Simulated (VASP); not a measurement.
# Ga: single point with revPBE

Crystal: Ga.

```
Ga
1.0
     0.00000    3.08773    3.08773
     3.08773    0.00000    3.08773
     3.08773    3.08773    0.00000
Ga
2
Cartesian
  0.7719 0.7719 0.7719
  5.4035 5.4035 5.4035
```

This isn't the form of Ga at room conditions, which is orthorhombic.

- Program: VASP 6.6.1
- Task: single point
- Functional: revPBE
- Potentials or basis: VASP PAW PBE potentials, release 64 (Ga_d)
- Cutoff: 520 eV
- k mesh: 10 × 10 × 10
- Occupations: fermi-dirac, width 0.1 eV
- Spin: no spin polarisation

The pressure is -2.6 GPa. The band gap on the k mesh is none (metal or under the smearing width).

Levels at points of the mesh, in eV from the Fermi level:
| k point | band 9 | band 10 | band 11 | band 12 | band 13 | band 14 | band 15 | band 16 | band 17 | band 18 |
| --- | --- | --- | --- | --- | --- | --- | --- | --- | --- | --- |
| (0.00, 0.00, 0.00) | -14.48 | -14.48 | -8.64 | 1.98 | 2.32 | 2.32 | 2.32 | 4.33 | 4.33 | 4.33 |
| (0.50, 0.00, 0.00) | -14.46 | -14.46 | -6.83 | -4.30 | 1.08 | 1.08 | 2.13 | 5.29 | 5.29 | 7.75 |
| (0.50, 0.50, 0.00) | -14.44 | -14.44 | -5.33 | -5.33 | -0.40 | -0.40 | 2.59 | 2.59 | 10.27 | 10.27 |

Run time: 37 s on 1 thread of Intel(R) Xeon(R) Platinum 8259CL CPU @ 2.50GHz (Skylake/Cascade Lake), with other jobs on the host, peak memory 0.2 GiB.

Caveat: the PAW data sets were made with another functional, which shifts forces and pressure a little.
